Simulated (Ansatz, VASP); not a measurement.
# Te2Mo: VASP beside Ansatz, part 2 of 2

Aim: how closely do two programs agree when they are given the same cell, functional and k mesh? The structure shown is the start of the Ansatz relaxation below; VASP solves that cell, so the two are compared at the walk's first step.

VASP 6.6.1 and Ansatz 0.2.0.

So far: The starting structure; Ansatz: relaxation, LDA.

## 3. VASP: single point, LDA, start cell

Level of this step: LDA, no spin polarisation; plane waves and PAW (Te, Mo_sv) (VASP).

The same cell, functional (in two slightly different forms), mesh and smearing now go to VASP, with its own data sets.

Lines of VASP's logs that name or quote its potential files are left out, and so is its time.

The input, INCAR:

```
SYSTEM = Te2Mo
PREC = Accurate
ENCUT = 400
EDIFF = 1E-06
NELM = 120
ISMEAR = -1
SIGMA = 0.05
LREAL = .FALSE.
ALGO = Normal
GGA = CA
NBANDS = 19
LASPH = .TRUE.
LORBIT = 11
LWAVE = .FALSE.
LCHARG = .FALSE.
ISIF = 2
LDIPOL = .TRUE.
IDIPOL = 3
DIPOL = 0.5 0.5 0.312
LVHAR = .TRUE.
GGA_COMPAT = .FALSE.
EFERMI = MIDGAP
NELMDL = -8
```

The input, POSCAR:

```
Te2Mo
1.0
    3.5941660000      0.0000000000      0.0000000000
   -1.7970830000      3.1126390000      0.0000000000
    0.0000000000      0.0000000000     30.9592590000
Te Mo
2 1
Direct
    0.3333332262      0.6666664525      0.3696648877
    0.3333332262      0.6666664525      0.2540410286
    0.0000000000      0.0000000000      0.3118529420
```

The input, KPOINTS:

```
Automatic mesh
0
Gamma
7 7 1
0 0 0
```

The projector-augmented-wave data sets are Te and Mo_sv (LDA family, release 64).

Command:

```console
$ mpirun -np 1 vasp_std
```

Numbers of over 12 decimals in the logs are rounded to 6 here.

The log of the run:

```text
[banner, memory and clock lines left out]
running    1 mpi-ranks, on    1 nodes
 distrk:  each k-point on    1 cores,    1 groups
 distr:  one band on    1 cores,    1 groups

 POSCAR found type information on POSCAR TeMo
 POSCAR found :  2 types and       3 ions
 LDA part: xc-table for (Slater(with rela. corr.)+CA(PZ))
 , standard interpolation
 POSCAR, INCAR and KPOINTS ok, starting setup
 FFT: planning ... GRIDC
 FFT: planning ... GRID_SOFT
 FFT: planning ... GRID
 WAVECAR not read
 entering main loop
       N       E                     dE             d eps       ncg     rms          rms(c)
DAV:   1     0.119884589111E+03    0.11988E+03   -0.10982E+04   432   0.807E+02
DAV:   2    -0.113440004017E+02   -0.13123E+03   -0.12921E+03   433   0.178E+02
DAV:   3    -0.209114352415E+02   -0.95674E+01   -0.95034E+01   421   0.440E+01
DAV:   4    -0.211234273942E+02   -0.21199E+00   -0.21172E+00   449   0.670E+00
DAV:   5    -0.211257983861E+02   -0.23710E-02   -0.23709E-02   417   0.782E-01
DAV:   6    -0.211258665284E+02   -0.68142E-04   -0.68142E-04   446   0.102E-01
DAV:   7    -0.211258672878E+02   -0.75934E-06   -0.75921E-06   420   0.112E-02
DAV:   8    -0.211258673005E+02   -0.12769E-07   -0.12835E-07   324   0.141E-03    0.146E+01
DAV:   9    -0.207027405526E+02    0.42313E+00   -0.57846E+00   324   0.141E+01    0.613E+00
DAV:  10    -0.206344191336E+02    0.68321E-01   -0.54350E+00   335   0.121E+01    0.474E+00
DAV:  11    -0.203609872920E+02    0.27343E+00   -0.12490E+00   332   0.620E+00    0.123E+00
DAV:  12    -0.203618432605E+02   -0.85597E-03   -0.98491E-02   355   0.171E+00    0.774E-01
DAV:  13    -0.203562692225E+02    0.55740E-02   -0.30578E-02   339   0.108E+00    0.156E-01
DAV:  14    -0.203563590777E+02   -0.89855E-04   -0.98768E-04   373   0.191E-01    0.917E-02
[...]
DAV:  18    -0.203573204682E+02   -0.29599E-03   -0.75173E-05   310   0.321E-02    0.895E-03
DAV:  19    -0.203574378542E+02   -0.11739E-03   -0.10317E-05   338   0.109E-02    0.289E-03
DAV:  20    -0.203575219823E+02   -0.84128E-04   -0.37469E-06   287   0.491E-03    0.485E-03
DAV:  21    -0.203575617920E+02   -0.39810E-04   -0.19431E-06   282   0.432E-03    0.203E-03
DAV:  22    -0.203575703751E+02   -0.85831E-05   -0.32336E-07   278   0.239E-03    0.110E-03
DAV:  23    -0.203575755451E+02   -0.51700E-05   -0.15289E-07   225   0.180E-03    0.875E-04
DAV:  24    -0.203575779613E+02   -0.24162E-05   -0.43303E-08   213   0.828E-04    0.346E-04
DAV:  25    -0.203575783433E+02   -0.38201E-06   -0.94173E-09   194   0.361E-04
   1 F= -.20357578E+02 E0= -.20357578E+02  d E =-.785317E-06
```

OUTCAR, selected parts (step 3):

```text
ion  position               nearest neighbor table
   1  0.333  0.667  0.370-   3 2.74   3 2.74   3 2.74   2 3.58
   2  0.333  0.667  0.254-   3 2.74   3 2.74   3 2.74   1 3.58
   3  0.000  0.000  0.312-   2 2.74   1 2.74   2 2.74   2 2.74   1 2.74   1 2.74

  LATTYP: Found a hexagonal cell.
 ALAT       =     3.5941660000
 C/A-ratio  =     8.6137532323

 Subroutine GETGRP returns: Found 12 space group operations
 (whereof  6 operations were pure point group operations)

The static configuration has the point symmetry C_3v.
 The point group associated with its full space group is D_3h.

 Found      8 irreducible k-points:

   k-points           NKPTS =      8   k-points in BZ     NKDIM =      8   number of bands    NBANDS=     19

   dimension x,y,z NGX =    24 NGY =   24 NGZ =  210
   dimension x,y,z NGXF=    48 NGYF=   48 NGZF=  420

   ENCUT  =  400.0 eV  29.40 Ry    5.42 a.u.   5.86  5.86 50.49*2*pi/ulx,y,z

   NELECT =      26.0000    total number of electrons

 k-points in reciprocal lattice and weights: Automatic mesh
   0.00000000  0.00000000  0.00000000       0.020
   0.14285714 -0.00000000  0.00000000       0.122
   0.28571429  0.00000000  0.00000000       0.122
   0.42857143 -0.00000000  0.00000000       0.122
   0.14285714  0.14285714  0.00000000       0.122
   0.28571429  0.14285714  0.00000000       0.245
   0.42857143  0.14285714  0.00000000       0.122
   0.28571429  0.28571429  0.00000000       0.122

 dipolmoment           0.000000      0.000000     -0.000007 electrons x Angstroem

 average (electrostatic) potential at core
       1 -97.1499       2 -97.1499       3 -83.8428

 E-fermi :  -1.8921

 k-point     1 :       0.0000    0.0000    0.0000
  band No.  band energies     occupation
    ...
      9      -4.0995      2.00000
     10      -3.9210      2.00000
     11      -3.3175      2.00000
     12      -3.3175      2.00000
     13      -2.7090      2.00000
     14       0.5526      0.00000
     15       0.5526      0.00000
     16       0.8363      0.00000
     17       0.8363      0.00000
     18       2.0076      0.00000
    ...

 k-point     2 :       0.1429   -0.0000    0.0000
  band No.  band energies     occupation
    ...
      9      -4.4699      2.00000
     10      -3.8869      2.00000
     11      -3.6426      2.00000
     12      -3.1071      2.00000
     13      -2.7873      2.00000
     14      -0.2505      0.00000
     15      -0.1930      0.00000
     16       0.3341      0.00000
     17       0.7755      0.00000
     18       2.4182      0.00000
    ...

 k-point     3 :       0.2857    0.0000    0.0000
  band No.  band energies     occupation
    ...
      9      -5.5072      2.00000
     10      -4.2321      2.00000
     11      -3.5390      2.00000
     12      -3.3582      2.00000
     13      -3.1941      2.00000
     14      -0.9130      0.00000
     15      -0.5007      0.00000
     16      -0.0563      0.00000
     17       1.0877      0.00000
     18       3.0829      0.00000
    ...

  Total       -3.2797827     -3.2797826     -1.9694345      0.0000000     -0.0000000     -0.0000000
  in kB      -15.1718384    -15.1718378     -9.1103421      0.0000000     -0.0000000     -0.0000000
  external PRESSURE =     -13.1513394 kB  Pullay stress =       0.0000000 kB

  energy-cutoff  :      400.00
  volume of cell :      346.35
      direct lattice vectors                 reciprocal lattice vectors
     3.594166000  0.000000000  0.000000000     0.278228663  0.160635397  0.000000000
    -1.797083000  3.112639000  0.000000000     0.000000000  0.321270793  0.000000000
     0.000000000  0.000000000 30.959259000     0.000000000  0.000000000  0.032300515

 POSITION                                       TOTAL-FORCE (eV/Angst)
 -----------------------------------------------------------------------------------
     -0.00000      2.07509     11.44455         0.000000     -0.000000     -0.526032
     -0.00000      2.07509      7.86492        -0.000000     -0.000000      0.526032
      0.00000      0.00000      9.65474         0.000000      0.000000      0.000000
 -----------------------------------------------------------------------------------
    total drift:                                0.000000      0.000369     -0.000644

  FREE ENERGIE OF THE ION-ELECTRON SYSTEM (eV)
  ---------------------------------------------------
  free  energy   TOTEN  =       -20.3575783433 eV

  energy  without entropy=      -20.3575775580  energy(sigma->0) =      -20.35757795

 vacuum level on the upper side and lower side of the slab         2.824         2.824

 total charge
# of ion       s       p       d       tot
------------------------------------------
    1        1.389   1.977   0.059   3.425
    2        1.389   1.977   0.059   3.425
    3        2.254   6.138   3.958  12.349
--------------------------------------------------
tot          5.031  10.092   4.075  19.198

[... 3 further parts left out ...]
```

This run has no spin polarisation, so a moment on Mo, if there is one, isn't seen.

## 4. Side by side

Known differences besides the potentials themselves: the two LDA forms differ slightly; Ansatz cuts the interaction across the vacuum, VASP repeats the sheet with a dipole correction; the data sets hold 46 valence electrons in Ansatz (on its default PAW (the set named soft_2) files) and 26 in VASP; the cutoff is 420 eV in Ansatz and 400 eV in VASP; VASP's log shows a relativistic correction to its local exchange, Ansatz's none. Total energies have different zeros and are not compared.

Forces (eV/Å; atoms numbered as in POSCAR):

| atom | Ansatz x, y, z | VASP x, y, z |
| --- | --- | --- |
| Te1 | 0.000, 0.000, -0.577 | 0.000, 0.000, -0.526 |
| Te2 | 0.000, 0.000, 0.577 | 0.000, 0.000, 0.526 |
| Mo3 | 0.000, 0.000, 0.000 | 0.000, 0.000, 0.000 |

The forces differ by 24 meV/Å r.m.s., which is 9.8 % of the r.m.s. force of 0.248 eV/Å (both taken over all components). With vacuum in the cell, a pressure given here is an average over mostly empty space and none of the material.

## 5. What came out

| Quantity | Value |
| --- | --- |
| r.m.s. force difference (single point, LDA, start cell) | 9.8 % of the r.m.s. force |

What this shows: The r.m.s. force difference is 9.8 % of the r.m.s. force (single point, LDA, start cell), beyond the 3 % picked in this series as the mark of a large difference. The data sets hold unlike numbers of valence electrons (46 in Ansatz and 26 in VASP), so part of the differences comes from the potentials. What causes the difference of the single point, LDA, start cell pair stays open here. 1 further run of this series is not shown here. How closely two codes agree says nothing of how well the functional describes the real material.

[Lines on the potential files, build, host, timing and source positions are cut from VASP's logs without a mark.]

[Logs are printed without paths, hosts, clocks, repeated set-up lines and the standing remarks that a program may print on its own settings, such as how far it seeks lower states.]

[Hosts, paths, dates, database ids (printed as entryN), source tags and the programs' standing remarks are cut or masked in the printed files.]
